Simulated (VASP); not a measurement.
A run of VASP 6.6.1 is set up as follows.

File INCAR:

```
SYSTEM = PbS
ALGO = Normal ; EDIFF = 1E-6
ENCUT = 520 ; GGA = PE
ISIF = 2 ; ISMEAR = 0
IVDW = 12 ; LASPH = .TRUE.
LCHARG = .FALSE. ; LREAL = .FALSE.
LWAVE = .FALSE. ; NBANDS = 28
NELM = 100 ; PREC = Accurate
SIGMA = 0.1
```

Contents of KPOINTS:

```
k-points
0
G
  4 4 1
  0 0 0
```

File POSCAR:

```
PbS
1.0
    2.9828237909     -2.9853071100      0.0000000000
    2.9828237909      2.9853071100      0.0000000000
   -2.0983282922      0.0000000000     22.2066715542
Pb S
2 2
Direct
    0.7325607200      0.7221167300      0.9356984400
    0.2778832700      0.2674392800      0.0643015600
    0.2459456800      0.2157896700      0.9443729600
    0.7842103300      0.7540543200      0.0556270400
```

Potentials or basis: VASP PAW PBE potentials, release 64 (Pb_d, S).

Run with:

```bash
$ cat potpaw_PBE.64/Pb_d/POTCAR potpaw_PBE.64/S/POTCAR > POTCAR
$ mpirun -np 1 vasp_std > vasp.out
```

(1) Estimate the dispersion energy per atom.

(2) Estimate the band gap on the k mesh.

## Answers

(1) -0.227 eV.

(2) 2.15 eV, indirect (least direct gap 2.17 eV).

Caveat: spin-orbit coupling is left out, which as a rule narrows the gap of such compounds by several tenths of an eV.
